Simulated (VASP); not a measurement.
A run of VASP 6.6.1 is set up as follows.

File INCAR:

```
ALGO = Normal
EDIFF = 1E-6
ENCUT = 520
GGA = PE
ISIF = 2
ISMEAR = 0
LASPH = True
LCHARG = False
LREAL = False
LWAVE = False
NBANDS = 10
NELM = 100
PREC = Accurate
SIGMA = 0.1
```

File KPOINTS:

```
k-points
0
Gamma
  9 9 6
```

The input POSCAR:

```
Be
1.0
    2.9132112873      0.0000000000      0.0000000000
   -1.4566056437      2.5229149814      0.0000000000
    0.0000000000      0.0000000000      3.3051357248
Be
3
Direct
    0.2254000000      0.0000000000      0.3333333333
    0.0000000000      0.2254000000      0.6666666667
    0.7746000000      0.7746000000      0.0000000000
```

Potentials or basis: VASP PAW PBE potentials, release 64 (Be).

Run with:

```console
$ cat potpaw_PBE.64/Be/POTCAR > POTCAR
$ mpirun -np 1 vasp_std > vasp.out
```

Estimate the pressure.

55.6 GPa.

What does it give for the band gap on the k mesh?

None (metal or under the smearing width).

Forces in eV/Å, atoms in the order of the input:
```
Be   8.376  0.000  0.000
Be  -4.188  7.253  0.000
Be  -4.188 -7.253  0.000
```

Caveat: a pressure of tens of GPa on the cell as given is suspect, and the run, the potentials or the cell itself is likely at fault; forces of over 1 eV/Å show positions far from the minimum, so gaps and moduli don't describe the material at rest.
